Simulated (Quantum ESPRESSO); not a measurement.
# Ta under changes of volume

One of the cells (18.819 Å³/atom); the others are scaled copies at fixed shape and fractional positions:

```xyz
2
Lattice="2.9004 0.0000 0.0000 -1.4502 2.5118 0.0000 0.0000 0.0000 5.1663" Properties=species:S:1:pos:R:3 pbc="T T T"
Ta    0.0000    1.6745    1.2916
Ta    1.4502    0.8373    3.8747
```

This isn't the form of Ta at room conditions, which is bcc.

- Program: Quantum ESPRESSO 7.5
- Functional: PBEsol
- Potentials or basis: GBRV 1.5 PBEsol
- Cutoff: 762 eV
- Density cutoff: 6095 eV
- k mesh: 11 × 11 × 5
- Occupations: fermi-dirac, width 0.05 eV
- Spin: no spin polarisation

```tsv
volume (Å³/atom)	energy over the lowest point (meV/atom)	pressure (GPa)
17.689	5.52	4.7
18.066	0.00	0.2
18.442	4.49	-3.8
18.819	?	?
19.195	39.74	-10.8
19.571	68.81	-13.8
19.948	104.54	-16.5
```

Problem. What does the run at 18.819 Å³/atom give?

Solution. Energy over the lowest point 18.03 meV/atom; pressure -7.5 GPa.

Worked out: A Birch-Murnaghan fit of order 3 (a polynomial in V^(-2/3)) to the other rows has its minimum at 18.08 Å³/atom with B0 = V·E''(V) = 204 GPa and B' = 4.0 at fixed shape and positions, which overstates the stiffness. It gives 18.07 meV/atom at 18.819 Å³/atom, against the run's 18.03, and -dE/dV = -7.6 GPa, against -7.5.

Energies are extrapolated to zero smearing.
